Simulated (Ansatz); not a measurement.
# SnO2 (Fm-3m) in Ansatz: further runs, part 2 of 2

Ansatz 0.2.0. Earlier steps stand in the parts before.

### 5 Relaxation of cell and atoms, PBEsol+D4

Input file input.yaml:

```yaml
crystal:
  lattice:
    - [0.0, 2.57415, 2.57415]
    - [2.57415, 0.0, 2.57415]
    - [2.57415, 2.57415, 0.0]
  atoms:
    - { symbol: Sn, position: [0.0, 0.0, 0.0] }
    - { symbol: O, position: [0.75, 0.75, 0.75] }
    - { symbol: O, position: [0.25, 0.25, 0.25] }
hamiltonian:
  xc: pbesol
  pseudopotentials: { kind: paw }
  dispersion: d4
kpoints:
  mp_grid: { grid: [9, 9, 9] }
scf:
  occupations: { method: fermi_dirac, width: 0.05 }
output:
  forces: true
  stress: true
  eigenvalues: true
relax:
  f_tol: 0.01
  max_steps: 40
  cell: { stress_tol: 0.05 }
```

Potentials or basis: Ansatz PAW.

On the command line:

```bash
$ ansatz run input.yaml --threads 2 --pin off --max-ram 5632MiB --backend cpu --events-out ev --progress --plain --runs-dir out
```

Log:

```text
Warning: RAYON_NUM_THREADS=2 ignored (pool sized by the plan → 2); use --threads N
Engine: ansatz 0.2.0, x86_64-unknown-linux-gnu
Pseudopotentials: kind: paw
Pseudopotential: Sn, paw, valence charge 14, recommended cutoff 420 eV (normal), Sn.paw.azcp
Pseudopotential: O, paw, valence charge 6, recommended cutoff 420 eV (normal), O.paw.azcp
Functional definition: PBEsol
  exchange = pbesol_x
  correlation = pbesol_c
Crystal: 3 atoms, lattice volume = 34.114 Å³
Basis set: ecut = 420 eV, 645 PW (Γ), exchange–correlation on 50×50×50 points (8 copies of the dense FFT grid, shifted against one another)
Bands: 17, of which v1, the nominal top of the filled ones, is band 13 counted from 1 (12 counted from 0)
Symmetry: 48 space group operations
Space group: Fm-3m (ITA 225), of the structure as read, at distance tolerance 3.2e-5 Å
k-points: 35 of 729
Non-local potential: Sn, projectors of the file, l = 0: 2, l = 1: 2, l = 2: 2, l = 3: 2
Non-local potential: O, projectors of the file, l = 0: 2, l = 1: 2, l = 2: 1
PAW form: soft (Blöchl's): semilocal exchange-correlation on the pseudo side does not see the compensation charge
PAW frozen core: Sn, regenerated for the run's functional, and the local potential with it (the file was generated under x = pbe(κ = 0.804, μ = 0.2195149727645171), c = pbe(β = 0.06672455060314922))
PAW frozen core: O, regenerated for the run's functional, and the local potential with it (the file was generated under x = pbe(κ = 0.804, μ = 0.2195149727645171), c = pbe(β = 0.06672455060314922))
PAW one-centre angular grid: Sn, 590 points (default); XC on 64 Gauss nodes
PAW one-centre angular grid: O, 110 points (default); XC on 64 Gauss nodes
[... 83 lines left out ...]
  E_aug_tail   = 0.004908  (compensation charges beyond the density's cutoff)
  E_ewald      = -2240.710278
  E_disp       = -0.498342  (pairwise vdW)
  E_core_change = 0.355416  (= ΣΔE_core)
  E_smearing   = -0.000394  (= −TS)
  E_closure    = 0.000000  (closes the sum)
  Σ components = -7071.354329   (vs F -7071.354329, Δ=0.00e0)
--- Forces (eV/Å), atoms counted from 1 ---
  atom   1  Sn     0.00000000    -0.00000000     0.00000000
  atom   2  O      0.00000000     0.00000000     0.00000000
  atom   3  O      0.00000000    -0.00000000    -0.00000000
  max |Σ_I F_I| component: 9.25e-18 eV/Å
--- Stress (GPa, compression-positive) ---
       -0.014525      -0.000000      -0.000000
       -0.000000      -0.014525      -0.000000
        0.000000      -0.000000      -0.014525
  P = ⅓ Tr σ = -0.0145 GPa (-0.145 kbar)
--- Band table (eV; the first three rows and the last of 35) ---
  k-point 0: bands = ["-8.8335", "-8.8335", "-8.8335", "-8.6662", "-8.6662", "-8.0704", "-4.0309", "8.6821", "8.6821", "8.6821", "10.2218", "10.2218", "10.2218", "11.8499", "18.6178", "18.6178", "18.6178"]
  k-point 1: bands = ["-8.8890", "-8.8230", "-8.8230", "-8.6667", "-8.6667", "-7.9361", "-4.0185", "8.2176", "8.6120", "8.6120", "9.4224", "10.1323", "10.1323", "12.9946", "18.4923", "18.9331", "18.9331"]
  k-point 2: bands = ["-9.0459", "-8.8008", "-8.8008", "-8.6633", "-8.6633", "-7.5105", "-4.0730", "7.1110", "8.4467", "8.4467", "8.6659", "9.9112", "9.9112", "14.5745", "18.5168", "19.7896", "19.7896"]
  k-point 34: bands = ["-9.1909", "-9.0664", "-8.7139", "-8.6612", "-8.6485", "-5.3329", "-4.8286", "3.4663", "5.5686", "8.0151", "8.8215", "11.2517", "11.5526", "16.0503", "20.2615", "21.4082", "21.7458"]
--- Relaxed structure (4 steps of the walk, 4 accepted, 2 SCFs on fresh bases) ---
  F+E_penalty+E_count = -7071.35432892 eV   max|allowed force component| = 6.708e-17 eV/Å   (the final SCF, on the basis selected at the relaxed cell)
  cell:  # Å, volume = 32.5056 Å³
    - [8.789516756744892e-34, 2.5330430968400117, 2.5330430968400117]
    - [2.5330430968400117, 8.407363854277723e-34, 2.5330430968400117]
    - [2.5330430968400117, 2.5330430968400117, -3.948913325494083e-34]
  atoms:
    - { symbol: Sn, position: [-7.045520532523887e-35, 5.33093923155564e-35, 3.345881291526101e-35] }
    - { symbol: O, position: [0.7500000000000002, 0.7500000000000002, 0.7500000000000002] }
    - { symbol: O, position: [0.25000000000000006, 0.25000000000000006, 0.25000000000000006] }
```

Run time: 5.2 s. Hardware: 2 threads of AMD EPYC 7R13 (Zen 3), shared host; peak memory 0.36 GiB.

What came out:

```yaml
Free_energy: -7071.3543 eV
Relaxed_volume: 10.84 Å³/atom
Relaxed_cell: a = 3.582 Å, b = 3.582 Å, c = 3.582 Å, α = 60.00°, β = 60.00°, γ = 60.00°
Space_group_after_relaxing_to_0.05_Å: Fm-3m (No. 225)
Energy_gained_by_relaxing: 16.1 meV/atom
Ionic_steps: 6
Pressure_after_relaxing: 0.0 GPa
Band_gap_on_the_k_mesh: 0.30 eV, indirect (least direct gap 1.63 eV)
```

Step by step:
| step | energy change (eV) | largest force (eV/Å) | volume (Å³) |
| --- | --- | --- | --- |
| 1 | 0.0000 | 0.0000 | 34.11 |
| 2 | -0.0568 | 0.0000 | 32.48 |
| 3 | -0.0564 | 0.0000 | 32.57 |
| 4 | -0.0480 | 0.0000 | 32.57 |
| 5 | -0.0485 | 0.0000 | 32.51 |
| 6 | -0.0482 | 0.0000 | 32.51 |

Final structure:
```xyz
3
Lattice="0.0000 2.5330 2.5330 2.5330 0.0000 2.5330 2.5330 2.5330 0.0000" Properties=species:S:1:pos:R:3 pbc="T T T"
Sn    0.0000    0.0000    0.0000
O     3.7996    3.7996    3.7996
O     1.2665    1.2665    1.2665
```

Caveat: odd divisions of the mesh miss points on the zone boundary, where band edges often lie, so the gap on the mesh can be too wide; the plane-wave basis is chosen anew once the cell has moved, so the energies of steps on either side of that aren't comparable; the pressure holds a Pulay correction of +1.1 GPa for the finite cutoff; spin-orbit coupling is left out, which moves the levels of the heavy elements; the PAW data sets come from PBE, with cores solved anew for the run's functional, which leaves a small shift of forces and pressure. A hybrid or GW would open this gap; PBEsol tends to underestimate it.

### 6 Relaxation of cell and atoms, RPBE+D3(BJ)

Edit input.yaml of step 5 so:

```diff
@@ -10,5 +10,5 @@
 hamiltonian:
-  xc: pbesol
+  xc: rpbe
   pseudopotentials: { kind: paw }
-  dispersion: d4
+  dispersion: d3bj
 kpoints:
@@ -21,2 +21,6 @@
   eigenvalues: true
+  write_density: true
+  write_potential: true
+  elf: true
+  volumetric_format: npy
 relax:
```

Potentials or basis: Ansatz PAW.

On the command line:

```bash
$ ansatz run input.yaml --threads 2 --pin off --max-ram 5632MiB --backend cpu --events-out ev --progress --plain --runs-dir out
```

Run time: 4.4 s. Hardware: 2 threads of AMD EPYC 7R13 (Zen 3), shared host; peak memory 0.37 GiB.

It converged, with:

| Item | Value |
| --- | --- |
| Free energy | -7173.2281 eV |
| Relaxed volume | 10.54 Å³/atom |
| Relaxed cell | a = 3.549 Å, b = 3.549 Å, c = 3.549 Å, α = 60.00°, β = 60.00°, γ = 60.00° |
| Space group after relaxing (to 0.05 Å) | Fm-3m (No. 225) |
| Energy gained by relaxing | 39.8 meV/atom |
| Ionic steps | 7 |
| Pressure after relaxing | 0.0 GPa |
| Band gap on the k mesh | 0.74 eV, indirect (least direct gap 2.10 eV) |

The path:
| step | energy change (eV) | largest force (eV/Å) | volume (Å³) |
| --- | --- | --- | --- |
| 1 | 0.0000 | 0.0000 | 34.11 |
| 2 | -0.1296 | 0.0000 | 31.61 |
| 3 | -0.1292 | 0.0000 | 31.70 |
| 4 | -0.1293 | 0.0000 | 31.69 |
| 5 | -0.1193 | 0.0000 | 31.69 |
| 6 | -0.1198 | 0.0000 | 31.62 |
| 7 | -0.1193 | 0.0000 | 31.62 |

Final structure:
```yaml
crystal:
  lattice:
    - [0.00000, 2.50982, 2.50982]
    - [2.50982, 0.00000, 2.50982]
    - [2.50982, 2.50982, 0.00000]
  atoms:
    - { symbol: Sn, position: [0.00000, 0.00000, 0.00000] }
    - { symbol: O, position: [0.75000, 0.75000, 0.75000] }
    - { symbol: O, position: [0.25000, 0.25000, 0.25000] }
```

Levels at points of the mesh, in eV from the valence-band top:
```
           k point  band 9  band 10  band 11  band 12  band 13  band 14  band 15  band 16  band 17
(0.00, 0.00, 0.00)   -2.93    -2.93    -1.36    -1.36    -1.36     0.74     7.45     7.45     7.45
```

Caveat: odd divisions of the mesh miss points on the zone boundary, where band edges often lie, so the gap on the mesh can be too wide; the plane-wave basis is chosen anew once the cell has moved, so the energies of steps on either side of that aren't comparable; the pressure holds a Pulay correction of +1.0 GPa for the finite cutoff; spin-orbit coupling is left out, which moves the levels of the heavy elements; the PAW data sets come from PBE, with cores solved anew for the run's functional, which leaves a small shift of forces and pressure.

### 7 The runs side by side

| level | gap on the mesh (eV) | pressure (GPa) | relaxed volume (Å³/atom) |
| --- | --- | --- | --- |
| revPBE+D3(BJ) | none | 0.0 | 11.13 |
| revPBE+D4 | none | 0.0 | 11.09 |
| PBEsol+D3(BJ) | 0.34 | 0.0 | 10.79 |
| PBEsol+D4 | 0.30 | 0.0 | 10.84 |
| RPBE+D3(BJ) | 0.74 | 0.0 | 10.54 |

Alike in all rows: task relaxation of cell and atoms; potentials or basis Ansatz PAW; no spin polarisation; cell relaxed; k mesh 9 × 9 × 9; cutoff (eV) 420; smearing fermi-dirac 0.05 eV.

Caveats: the plane-wave basis is chosen anew once the cell has moved, so the energies of steps on either side of that aren't comparable; the PAW data sets come from PBE, with cores solved anew for the run's functional, which leaves a small shift of forces and pressure; odd divisions of the mesh miss points on the zone boundary, where band edges often lie, so the gap on the mesh can be too wide (some runs); spin-orbit coupling is left out, which moves the levels of the heavy elements (some runs); pairwise dispersion overbinds metals, which lowers pressure and volume (some runs).

Absolute energies hang on the potentials; compare differences alone.
